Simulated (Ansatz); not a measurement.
The system is NaH.

```xyz
2
Lattice="0.0000 2.4400 2.4400 2.4400 0.0000 2.4400 2.4400 2.4400 0.0000" Properties=species:S:1:pos:R:3 pbc="T T T"
Na    0.0000    0.0000    0.0000
H     2.4400    2.4400    2.4400
```

```yaml
Program: Ansatz 0.2.0
Task: single point
Functional: PBE
Potentials_or_basis: all-electron LAPW, scalar-relativistic
Cutoff: 153 eV (chosen from the basis error)
Basis_error_allowed: 0.001 eV/atom
k_mesh: 9 × 9 × 9
Occupations: fermi-dirac, width 0.05 eV
Spin: no spin polarisation
```

On this cell: pressure -0.6 GPa; largest force zero by symmetry; band gap on the k mesh 4.01 eV, indirect (least direct gap 4.70 eV).

The same run follows on a disturbed copy (atoms moved at random, drawn with an rms of 0.05 Å):

```
Na H
1.0
     0.00000    2.44000    2.44000
     2.44000    0.00000    2.44000
     2.44000    2.44000    0.00000
Na H
1 1
Direct
  0.98740 0.00137 0.00601
  0.50056 0.49842 0.50487
```

Question: What does the disturbed cell give?

Answer: The energy moves by +0.3 meV/atom; pressure -0.6 GPa; largest force 0.030 eV/Å; band gap on the k mesh 4.01 eV, indirect (least direct gap 4.70 eV).

Forces on the atoms (eV/Å):
```
Na  -0.008  0.022  0.019
H    0.008 -0.022 -0.019
```

Caveats: an odd mesh through Γ misses points on the zone boundary, where band edges often lie.
